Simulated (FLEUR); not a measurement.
Input of a FLEUR MaX-R8.1 (later development tree) run:

The input inp.xml:

```xml
<?xml version="1.0" encoding="UTF-8" standalone="no"?>
<fleurInput fleurInputVersion="0.39">
   <comment>
      CdS                                                                                                 
   </comment>
   <calculationSetup>
      <cutoffs Kmax="3.5" Gmax="17.5" GmaxXC="17.5" numbands="0"/>
      <scfLoop itmax="60" minDistance="0.00001" maxIterBroyd="15" imix="Anderson" alpha="0.05" precondParam="0.0" spinf="2.0" sdNocoIR="T"/>
      <coreElectrons ctail="T" frcor="F" kcrel="0" coretail_lmax="0"/>
      <xcFunctional name="pbe" relativisticCorrections="F"/>
      <magnetism jspins="1"/>
      <soc l_soc="F" theta="0.0" phi="0.0" spav="F"/>
      <expertModes spex="0" secvar="F"/>
      <geometryOptimization l_f="F" forcealpha="1.0" forcemix="BFGS" epsdisp="0.00001" epsforce="0.00001"/>
      <ldaU l_linMix="F" mixParam="0.05" spinf="1.0"/>
   </calculationSetup>
   <cell>
      <bzIntegration valenceElectrons="52.0" mode="hist" fermiSmearingEnergy="0.00183747">
         <kPointListSelection listName="default-1"/>
         <!-- k-points included here -->
         <xi:include xmlns:xi="http://www.w3.org/2001/XInclude" href="kpts.xml"> </xi:include>
      </bzIntegration>
      <!-- symmetry operations included here -->
      <xi:include xmlns:xi="http://www.w3.org/2001/XInclude" href="sym.xml"> </xi:include>
      <bulkLattice scale="1.0">
         <bravaisMatrix>
            <row-1>    7.8423634170900005     0.0000000000000000     0.0000000000000000</row-1>
            <row-2>   -3.9211817085450003     6.7916859448994336     0.0000000000000000</row-2>
            <row-3>    0.0000000000000000     0.0000000000000000    12.7310849014301990</row-3>
         </bravaisMatrix>
      </bulkLattice>
   </cell>
   <atomSpecies>
      <species name="Cadmium (Cd)" element="Cd" atomicNumber="48">
         <mtSphere radius="2.53" gridPoints="837" logIncrement="0.015"/>
         <atomicCutoffs lmax="9" lnonsphr="7"/>
         <electronConfig flipSpins="F">
            <coreConfig>(1s1/2) (2s1/2) (2p1/2) (2p3/2) (3s1/2) (3p1/2) (3p3/2) (3d3/2) (3d5/2)</coreConfig>
            <valenceConfig>(4s1/2) (4p1/2) (4p3/2) (5s1/2) (4d3/2) (4d5/2)</valenceConfig>
         </electronConfig>
         <energyParameters s="5" p="5" d="4" f="4"/>
         <lo type="SCLO" l="0" n="4" eDeriv="0"/>
         <lo type="SCLO" l="1" n="4" eDeriv="0"/>
         <lo type="SCLO" l="1" n="4" eDeriv="1"/>
         <lo type="SCLO" l="2" n="4" eDeriv="2"/>
         <lo type="SCLO" l="3" n="4" eDeriv="2"/>
      </species>
      <species name="Sulfur (S)" element="S" atomicNumber="16">
         <mtSphere radius="1.9" gridPoints="629" logIncrement="0.018"/>
         <atomicCutoffs lmax="7" lnonsphr="5"/>
         <electronConfig flipSpins="F">
            <coreConfig>(1s1/2) (2s1/2) (2p1/2) (2p3/2)</coreConfig>
            <valenceConfig>(3s1/2) (3p1/2) (3p3/2)</valenceConfig>
            <stateOccupation state="(3p1/2)" spinUp="0.666667" spinDown="0.666667"/>
            <stateOccupation state="(3p3/2)" spinUp="1.333333" spinDown="1.333333"/>
         </electronConfig>
         <energyParameters s="3" p="3" d="3" f="4"/>
         <lo type="SCLO" l="0" n="3" eDeriv="2"/>
         <lo type="SCLO" l="1" n="3" eDeriv="2"/>
         <lo type="SCLO" l="2" n="3" eDeriv="2"/>
         <lo type="SCLO" l="3" n="4" eDeriv="2"/>
      </species>
   </atomSpecies>
   <atomGroups>
      <atomGroup species="Cadmium (Cd)">
         <relPos label="                   1">-1.000/3.000 1.000/3.000 1.000/2.000</relPos>
         <relPos label="                   2">1.000/3.000 -1.000/3.000 .0000000000</relPos>
         <force calculate="T" relaxXYZ="TTT"/>
      </atomGroup>
      <atomGroup species="Sulfur (S)">
         <relPos label="                   3">-1.000/3.000 1.000/3.000 -1.000/8.000</relPos>
         <relPos label="                   4">1.000/3.000 -1.000/3.000 3.000/8.000</relPos>
         <force calculate="T" relaxXYZ="TTT"/>
      </atomGroup>
   </atomGroups>
   <output dos="F" band="F" slice="F">
      <checks vchk="F" cdinf="F"/>
      <bandDOS minEnergy="-.5*Htr" maxEnergy="0.5*Htr" sigma="0.015" storeEVData="T"/>
      <vacuumDOS vacdos="F" integ="F" star="F" nstars="0" locx1="0.0" locy1="0.0" locx2="0.0" locy2="0.0" nstm="0" tworkf="0.0"/>
      <unfoldingBand unfoldBand="F" supercellX="1" supercellY="1" supercellZ="1"/>
      <plotting iplot="0" polar="F">
         <plot TwoD="T" vec1="  1.0  0.0  0.0" vec2="  0.0  1.0  0.0" vec3="  0.0  0.0  1.0" zero="  0.0  0.0  0.0" file="plot"/>
      </plotting>
      <chargeDensitySlicing numkpt="0" minEigenval="0.0" maxEigenval="0.0" nnne="0" pallst="F"/>
      <specialOutput eonly="F"/>
      <moessbauerParams electricFieldGradient="T" isomerShift="T" coreHyperfine="T" valenceHyperfine="T"/>
      <magneticCircularDichroism mcd="F" energyLo="-10.0" energyUp="0.0"/>
   </output>
  <!-- We include the file relax.xml here to enable relaxations (see documentation) -->
  <xi:include xmlns:xi="http://www.w3.org/2001/XInclude" href="relax.xml"> <xi:fallback/> </xi:include>
</fleurInput>
```

The input crystal.txt:

```
CdS
&input cartesian=F /
4.1500000000  0.0000000000  0.0000000000
-2.0750000000  3.5940054257  0.0000000000
0.0000000000  0.0000000000  6.7370000000
1.8897261246
1.0 1.0 1.0

4
48 0.6666666667  0.3333333333  0.5000000000
48 0.3333333333  0.6666666667  0.0000000000
16 0.6666666667  0.3333333333  0.8750000000
16 0.3333333333  0.6666666667  0.3750000000

&kpt div1=7 div2=7 div3=4 gamma=T /
```

inp.xml (bands)

```
<?xml version="1.0" encoding="UTF-8" standalone="no"?>
<fleurInput fleurInputVersion="0.39">
   <comment>
      CdS                                                                                                 
   </comment>
   <calculationSetup>
      <cutoffs Kmax="3.5" Gmax="17.5" GmaxXC="17.5" numbands="0"/>
      <scfLoop itmax="60" minDistance="0.00001" maxIterBroyd="15" imix="Anderson" alpha="0.05" precondParam="0.0" spinf="2.0" sdNocoIR="T"/>
      <coreElectrons ctail="T" frcor="F" kcrel="0" coretail_lmax="0"/>
      <xcFunctional name="pbe" relativisticCorrections="F"/>
      <magnetism jspins="1"/>
      <soc l_soc="F" theta="0.0" phi="0.0" spav="F"/>
      <expertModes spex="0" secvar="F"/>
      <geometryOptimization l_f="F" forcealpha="1.0" forcemix="BFGS" epsdisp="0.00001" epsforce="0.00001"/>
      <ldaU l_linMix="F" mixParam="0.05" spinf="1.0"/>
   </calculationSetup>
   <cell>
      <bzIntegration valenceElectrons="52.0" mode="hist" fermiSmearingEnergy="0.00183747">
         <kPointListSelection listName="path-1"/>
         <!-- k-points included here -->
         <xi:include xmlns:xi="http://www.w3.org/2001/XInclude" href="kpts.xml"> </xi:include>
      </bzIntegration>
      <!-- symmetry operations included here -->
      <xi:include xmlns:xi="http://www.w3.org/2001/XInclude" href="sym.xml"> </xi:include>
      <bulkLattice scale="1.0">
         <bravaisMatrix>
            <row-1>    7.8423634170900005     0.0000000000000000     0.0000000000000000</row-1>
            <row-2>   -3.9211817085450003     6.7916859448994336     0.0000000000000000</row-2>
            <row-3>    0.0000000000000000     0.0000000000000000    12.7310849014301990</row-3>
         </bravaisMatrix>
      </bulkLattice>
   </cell>
   <atomSpecies>
      <species name="Cadmium (Cd)" element="Cd" atomicNumber="48">
         <mtSphere radius="2.53" gridPoints="837" logIncrement="0.015"/>
         <atomicCutoffs lmax="9" lnonsphr="7"/>
         <electronConfig flipSpins="F">
            <coreConfig>(1s1/2) (2s1/2) (2p1/2) (2p3/2) (3s1/2) (3p1/2) (3p3/2) (3d3/2) (3d5/2)</coreConfig>
            <valenceConfig>(4s1/2) (4p1/2) (4p3/2) (5s1/2) (4d3/2) (4d5/2)</valenceConfig>
         </electronConfig>
         <energyParameters s="5" p="5" d="4" f="4"/>
         <lo type="SCLO" l="0" n="4" eDeriv="0"/>
         <lo type="SCLO" l="1" n="4" eDeriv="0"/>
         <lo type="SCLO" l="1" n="4" eDeriv="1"/>
         <lo type="SCLO" l="2" n="4" eDeriv="2"/>
         <lo type="SCLO" l="3" n="4" eDeriv="2"/>
      </species>
      <species name="Sulfur (S)" element="S" atomicNumber="16">
         <mtSphere radius="1.9" gridPoints="629" logIncrement="0.018"/>
         <atomicCutoffs lmax="7" lnonsphr="5"/>
         <electronConfig flipSpins="F">
            <coreConfig>(1s1/2) (2s1/2) (2p1/2) (2p3/2)</coreConfig>
            <valenceConfig>(3s1/2) (3p1/2) (3p3/2)</valenceConfig>
            <stateOccupation state="(3p1/2)" spinUp="0.666667" spinDown="0.666667"/>
            <stateOccupation state="(3p3/2)" spinUp="1.333333" spinDown="1.333333"/>
         </electronConfig>
         <energyParameters s="3" p="3" d="3" f="4"/>
         <lo type="SCLO" l="0" n="3" eDeriv="2"/>
         <lo type="SCLO" l="1" n="3" eDeriv="2"/>
         <lo type="SCLO" l="2" n="3" eDeriv="2"/>
         <lo type="SCLO" l="3" n="4" eDeriv="2"/>
      </species>
   </atomSpecies>
   <atomGroups>
      <atomGroup species="Cadmium (Cd)">
         <relPos label="                   1">-1.000/3.000 1.000/3.000 1.000/2.000</relPos>
         <relPos label="                   2">1.000/3.000 -1.000/3.000 .0000000000</relPos>
         <force calculate="T" relaxXYZ="TTT"/>
      </atomGroup>
      <atomGroup species="Sulfur (S)">
         <relPos label="                   3">-1.000/3.000 1.000/3.000 -1.000/8.000</relPos>
         <relPos label="                   4">1.000/3.000 -1.000/3.000 3.000/8.000</relPos>
         <force calculate="T" relaxXYZ="TTT"/>
      </atomGroup>
   </atomGroups>
   <output dos="F" band="T" slice="F">
      <checks vchk="F" cdinf="F"/>
      <bandDOS minEnergy="-.5*Htr" maxEnergy="0.5*Htr" sigma="0.015" storeEVData="T"/>
      <vacuumDOS vacdos="F" integ="F" star="F" nstars="0" locx1="0.0" locy1="0.0" locx2="0.0" locy2="0.0" nstm="0" tworkf="0.0"/>
      <unfoldingBand unfoldBand="F" supercellX="1" supercellY="1" supercellZ="1"/>
      <plotting iplot="0" polar="F">
         <plot TwoD="T" vec1="  1.0  0.0  0.0" vec2="  0.0  1.0  0.0" vec3="  0.0  0.0  1.0" zero="  0.0  0.0  0.0" file="plot"/>
      </plotting>
      <chargeDensitySlicing numkpt="0" minEigenval="0.0" maxEigenval="0.0" nnne="0" pallst="F"/>
      <specialOutput eonly="F"/>
      <moessbauerParams electricFieldGradient="T" isomerShift="T" coreHyperfine="T" valenceHyperfine="T"/>
      <magneticCircularDichroism mcd="F" energyLo="-10.0" energyUp="0.0"/>
   </output>
  <!-- We include the file relax.xml here to enable relaxations (see documentation) -->
  <xi:include xmlns:xi="http://www.w3.org/2001/XInclude" href="relax.xml"> <xi:fallback/> </xi:include>
</fleurInput>
```

Potentials or basis: all-electron, FLAPW.

The run is started by

```console
$ inpgen -f crystal.txt -profile veryFastHighL
$ # inp.xml edited to the form shown
$ fleur_MPI
$ fleur_MPI   # second run, on inp.xml (bands)
```

(1) What does it give for the band gap along the path?

(2) Estimate the band gap on the k mesh.

Results:

(1) 1.19 eV, direct.

(2) 1.19 eV, direct.

**Measured values to compare with.**

“Isotope dependence of band-gap energy”, 2008, arxiv:0807.2152 quotes, for a bulk crystal of CdS: band gap 2.5809 ± 0.0002 eV.

A measured gap of CdS is 2.5809 eV (quoted in “Isotope dependence of band-gap energy”, 2008, arxiv:0807.2152); the calculated 1.19 eV misses it by -1.39 eV. So large a miss can be the level of theory's own, or it may mean another phase, state or a wrong row. Spin-orbit coupling on Cd is left out. The value is that of PBE, without temperature or zero-point motion. Semilocal functionals fall short of measured gaps as a rule.
